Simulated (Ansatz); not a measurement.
**Hf under changes of volume**

One of the cells (23.523 Å³/atom); the others are scaled copies at fixed shape and fractional positions:

```xyz
1
Lattice="-1.8050 1.8050 1.8050 1.8050 -1.8050 1.8050 1.8050 1.8050 -1.8050" Properties=species:S:1:pos:R:3 pbc="T T T"
Hf    0.0000    0.0000    0.0000
```

This isn't the form of Hf at room conditions, which is hcp.

```yaml
Program: Ansatz 0.2.0
Functional: PBE0
Potentials_or_basis: Ansatz PAW
Cutoff: "420 eV (not typed: the program's choice for these potentials)"
k_mesh: 6 × 6 × 6
Occupations: fermi-dirac, width 0.05 eV
Spin: no spin polarisation
```

```csv
volume (Å³/atom),energy over the lowest point (meV/atom),pressure (GPa)
22.112,13.97,5.0
22.582,3.27,2.3
23.052,0.00,-0.1
23.523,3.43,-2.3
23.993,13.01,-4.3
24.464,?,?
24.934,48.79,-7.8
```

Task: What does the run at 24.464 Å³/atom give?

Result: Energy over the lowest point 28.31 meV/atom; pressure -6.1 GPa.

Worked out: A Birch-Murnaghan fit of order 3 (a polynomial in V^(-2/3)) to the other rows has its minimum at 23.04 Å³/atom with B0 = V·E''(V) = 113 GPa and B' = 3.3. It gives 28.33 meV/atom at 24.464 Å³/atom, against the run's 28.31, and -dE/dV = -6.1 GPa, against -6.1.

Energies are extrapolated to zero smearing.

Caveats: all runs use coarse meshes; the PAW data sets come from PBE, with cores solved anew for the run's functional, which leaves a small shift of forces and pressure; the thresholds are loose for stress.
